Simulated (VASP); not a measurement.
A run of VASP 6.6.1 is set up as follows.

Contents of POSCAR:

```
Al3Ga5As8                               
1.0
   -5.6711151296      5.6711151296      0.0000000000
   -5.6711151296      0.0000000000      5.6711151296
    0.0000998376      5.6712149672      5.6712149672
  Al              Ga              As            
     3     5     8
Direct
     0.9999992971683235    0.9999992971683235    0.9995415450381446
     0.5004598606252083    0.9999992971683235    0.9995415450381446
     0.9999992971683235    0.5004598606252083    0.9995415450381446
     0.9998691190042919    0.9998691190042919    0.5003926429871172
     0.5001357298593436    0.5001357298593436    0.9995928104219621
     0.5000000491278399    0.9996976978195095    0.5003022039248108
     0.9996976978195095    0.5000000491278399    0.5003022039248108
     0.5000000491278399    0.5000000491278399    0.5003022039248108
     0.8749786802077008    0.8749786802077008    0.3750637810558019
     0.3749788585287965    0.8749786802077008    0.3750637810558019
     0.8749786802077008    0.3749788585287965    0.3750637810558019
     0.8749557523511211    0.8749557523511211    0.8751327429466368
     0.3749932935915568    0.3749932935915568    0.3750201192253297
     0.3749668158701887    0.8750200034720668    0.8750463647875558
     0.8750200034720668    0.3749668158701887    0.8750463647875558
     0.3749668158701887    0.3749668158701887    0.8750463647875558
```

INCAR.step1

```
ALGO     = Normal         # electronic algorithm
EDIFF    = 1E-5           # SCF threshold, eV
ENCUT    = 520            # plane-wave cutoff, eV
GGA      = PE             # functional
ISIF     = 2              # what is computed and relaxed
ISMEAR   = 0              # smearing method
LASPH    = T              # aspherical terms in the spheres
LCHARG   = F              # write CHGCAR
LREAL    = F              # projectors in reciprocal space
LWAVE    = T              # write WAVECAR
NBANDS   = 71             # bands
NELM     = 80             # most SCF steps
PREC     = Accurate       # precision mode
SIGMA    = 0.03           # smearing width, eV
```

File INCAR.step2:

```
ALGO     = Normal         # electronic algorithm
EDIFF    = 1E-6           # SCF threshold, eV
ENCUT    = 520            # plane-wave cutoff, eV
GGA      = PE             # functional
HFSCREEN = 0.2            # screening, 1/A
ISIF     = 2              # what is computed and relaxed
ISMEAR   = 0              # smearing method
ISTART   = 1            
LASPH    = T              # aspherical terms in the spheres
LCHARG   = F              # write CHGCAR
LHFCALC  = T              # exact exchange
LREAL    = F              # projectors in reciprocal space
LWAVE    = F              # write WAVECAR
NBANDS   = 71             # bands
NELM     = 80             # most SCF steps
PREC     = Accurate       # precision mode
PRECFOCK = Fast         
SIGMA    = 0.03           # smearing width, eV
```

The input KPOINTS:

```
k-points
0
Gamma
  2 2 2
```

KPOINTS_OPT

```
explicit points
6
Reciprocal
 0.0000000000  0.0000000000  0.0000000000 1
 0.3750000000  0.3750000000  0.7500000000 1
 0.5000000000  0.5000000000  0.5000000000 1
 0.6250000000  0.2500000000  0.6250000000 1
 0.5000000000  0.2500000000  0.7500000000 1
 0.5000000000  0.0000000000  0.5000000000 1
```

Potentials or basis: VASP PAW PBE potentials, release 64 (Al, Ga_d, As).

Command:

```bash
$ cat potpaw_PBE.64/Al/POTCAR potpaw_PBE.64/Ga_d/POTCAR potpaw_PBE.64/As/POTCAR > POTCAR
$ cp INCAR.step1 INCAR
$ mpirun -np 4 vasp_std > vasp.out
$ cp INCAR.step2 INCAR
$ mpirun -np 4 vasp_std > vasp.out
```

**Question.** What does it give for the band gap along the path?

**Answer.** 1.71 eV, direct.

**Question.** Predict the largest force.

**Answer.** 0.084 eV/Å.

**Question.** What does it give for the band gap on the k mesh?

**Answer.** 1.71 eV, direct.

Forces on the atoms (eV/Å):
```
Al   0.001  0.006  0.006
Al   0.006  0.001  0.006
Al   0.006  0.006  0.001
Ga  -0.002 -0.002 -0.002
Ga   0.003  0.003  0.003
Ga  -0.001 -0.001  0.001
Ga  -0.001  0.001 -0.001
Ga   0.001 -0.001 -0.001
As  -0.043 -0.046 -0.046
As  -0.046 -0.043 -0.046
As  -0.046 -0.046 -0.043
As   0.039  0.039  0.039
As   0.002  0.002  0.002
As  -0.001 -0.001  0.084
As  -0.001  0.084 -0.001
As   0.084 -0.001 -0.001
```

Caveat: the k mesh is coarse (spacing up to 0.48 Å⁻¹), so the values aren't converged, least of all with exact exchange; the PAW data sets were made with another functional, which shifts forces and pressure a little.
